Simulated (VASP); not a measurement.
A run of VASP 6.6.1 is set up as follows.

The input INCAR:

```
PREC = Accurate ; ENCUT = 600
EDIFF = 1E-7 ; ISMEAR = 0
SIGMA = 0.03 ; LREAL = False
LASPH = True ; NELM = 80
ALGO = Normal ; ISIF = 3
LWAVE = False ; LCHARG = False
GGA = CA ; IBRION = 2
NSW = 90 ; EDIFFG = -0.005
KPAR = 4
```

The input KPOINTS:

```
Automatic mesh
0
Gamma
  6 6 6
```

The input POSCAR:

```
HfO2                                    
1.0
    5.0305743529      0.0000000000     -0.0076961347
    0.0000000000      5.1250960146      0.0000000000
   -0.8519344434      0.0000000000      5.1201515361
  Hf              O             
     4     8
Direct
     0.2778724263216928    0.0423939168146186    0.2080088467386398
     0.7221275736783072    0.5423939168146183    0.2919911532613604
     0.7221275736783072    0.9576060831853817    0.7919911532613600
     0.2778724263216928    0.4576060831853813    0.7080088467386400
     0.4462429108112161    0.7586895219831824    0.4822549278471221
     0.5537570891887841    0.2586895219831825    0.0177450721528779
     0.5537570891887841    0.2413104780168175    0.5177450721528785
     0.4462429108112161    0.7413104780168176    0.9822549278471215
     0.0734963208402938    0.3420137189716675    0.3366921889656408
     0.9265036791597061    0.8420137189716677    0.1633078110343590
     0.9265036791597061    0.6579862810283323    0.6633078110343590
     0.0734963208402938    0.1579862810283325    0.8366921889656410
```

Potentials or basis: VASP PAW LDA potentials, release 64 (Hf_pv, O).

Run with:

```sh
$ cat potpaw_LDA.64/Hf_pv/POTCAR potpaw_LDA.64/O/POTCAR > POTCAR
$ mpirun -np 4 vasp_std > vasp.out
```

Task: Predict the band gap on the k mesh.

Result: 3.94 eV, indirect (least direct gap 4.04 eV).

Task: What does it give for the space group after relaxing (to 0.05 Å)?

Result: P2_1/c (No. 14).

Task: Predict the relaxed cell.

Result: a = 5.031 Å, b = 5.125 Å, c = 5.191 Å, α = 90.00°, β = 99.57°, γ = 90.00°.

Final structure:
```
Hf O
1.0
     5.03080    0.00000   -0.00923
     0.00000    5.12521    0.00000
    -0.85353    0.00000    5.12069
Hf O
4 8
Cartesian
  1.2207 0.2178 1.0621
  3.3834 2.7804 1.4890
  2.9566 4.9074 4.0494
  0.7939 2.3448 3.6225
  1.8329 3.8882 2.4643
  2.7711 1.3256 0.0869
  2.3444 1.2370 2.6472
  1.4062 3.7997 5.0246
  0.0824 1.7526 1.7233
  4.5216 4.3152 0.8278
  4.0949 3.3726 3.3881
  -0.3444 0.8100 4.2837
```

Caveat: spin-orbit coupling is left out, which moves the levels of the heavy elements. A k mesh can miss the band edges.
